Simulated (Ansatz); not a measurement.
A surface is cut from this relaxed crystal of Ti:

```cif
data_structure
_symmetry_space_group_name_H-M 'P 1'
_symmetry_Int_Tables_number 1
_cell_length_a 4.5795
_cell_length_b 4.5795
_cell_length_c 2.8322
_cell_angle_alpha 90.000
_cell_angle_beta 90.000
_cell_angle_gamma 120.000
_cell_volume 51.44
loop_
_atom_site_label
_atom_site_type_symbol
_atom_site_fract_x
_atom_site_fract_y
_atom_site_fract_z
_atom_site_occupancy
Ti1 Ti 0.00000 0.00000 0.00000 1
Ti2 Ti 0.33333 0.66667 0.50000 1
Ti3 Ti 0.66667 0.33333 0.50000 1
```

Miller indices refer to the conventional cell of P6/mmm (No. 191), a = 4.580 Å, b = 4.580 Å, c = 2.832 Å, α = 90.00°, β = 90.00°, γ = 120.00°.

The (001) slab of 8 planes, 9.9 Å thick with 15 Å of vacuum as cut; outer planes Ti (top) and Ti (bottom).

All numbers below come from DFT PBE, scalar-relativistic, plane waves, PAW in Ansatz 0.2.0. Plane waves to 420 eV, a k mesh through Γ of 9×9×1 on the computed 12-atom cell and Gaussian smearing (0.10 eV); no spin polarisation. A dipole correction removes the field between periodic images along c.

Results for the relaxed slab:

| Property | Result |
| --- | --- |
| Surface energy (mean of both faces) | 2.17 J/m² |
| Work function | 3.34 eV (top), 3.61 eV (bottom) |
| Dipole of the slab along +c, per cell | 0.03 e·Å |

Relaxation lowers the energy by 0.109 J/m² a face; the largest move is 0.163 Å.

```tsv
plane (bottom to top)	atoms	spacing to next, bulk (Å)	relaxed (Å)	change (%)
1	Ti2	1.416	1.202	-15.2
2	Ti	1.416	1.495	+5.5
3	Ti2	1.416	1.386	-2.1
4	Ti	1.416	1.406	-0.7
5	Ti2	1.416	1.448	+2.3
6	Ti	1.416	1.381	-2.5
7	Ti2	1.416	1.280	-9.6
8	Ti
```

The reference crystal is a form of Ti, which isn't its usual structure.